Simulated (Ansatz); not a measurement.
## A family in space group F-43m

Level of theory: DFT, PBE, all-electron LAPW, scalar-relativistic in Ansatz 0.2.0.

All cells have space group F-43m and are held fixed (conventional cell and sites). Prototypes and MP cells are computed structures that needn't be known or stable phases of these compounds. Gaps are the smallest over the k mesh and a high-symmetry path; Bader charges come from PAW runs of the same cells. Open d or f shells run without spin or U come out metallic where the real compound may not be. Semilocal functionals give too small gaps and can close them; gaps under 0.4 eV may also close off the mesh.

Spin–orbit coupling is left out, though it moves levels of the heavy atoms by tenths of an eV or more.

GaAs: a = 5.65 Å, b = 5.65 Å, c = 5.65 Å; Ga 4a (0.000 0.000 0.000), As 4c (0.250 0.250 0.250); 10×10×10 mesh, smearing 0.08 eV, COD 9008845, reported
BAs: a = 4.78 Å, b = 4.78 Å, c = 4.78 Å; B 4a (0.000 0.000 0.000), As 4c (0.250 0.250 0.250); 13×13×13 mesh, smearing 0.05 eV, COD 9008833, reported
AlAs: a = 5.66 Å, b = 5.66 Å, c = 5.66 Å; Al 4a (0.000 0.000 0.000), As 4c (0.250 0.250 0.250); 11×11×11 mesh, smearing 0.05 eV, COD 1540257, reported
InAs: a = 6.05 Å, b = 6.05 Å, c = 6.05 Å; In 4a (0.000 0.000 0.000), As 4c (0.250 0.250 0.250); 10×10×10 mesh, smearing 0.08 eV, COD 1537448, reported, may be off

```tsv
compound	P (GPa)	gap (eV)	Bader charges (e)
GaAs	3.3	0.52	Ga +0.68, As -0.68
BAs	2.7	1.19	B +0.13, As -0.13
AlAs	2.6	1.44	Al +1.98, As -1.98
```

(1) Predict the row of InAs (no spin polarisation).

Answers

(1) P (GPa): 3.9, gap (eV): none, Bader charges (e): In +0.74, As -0.74.
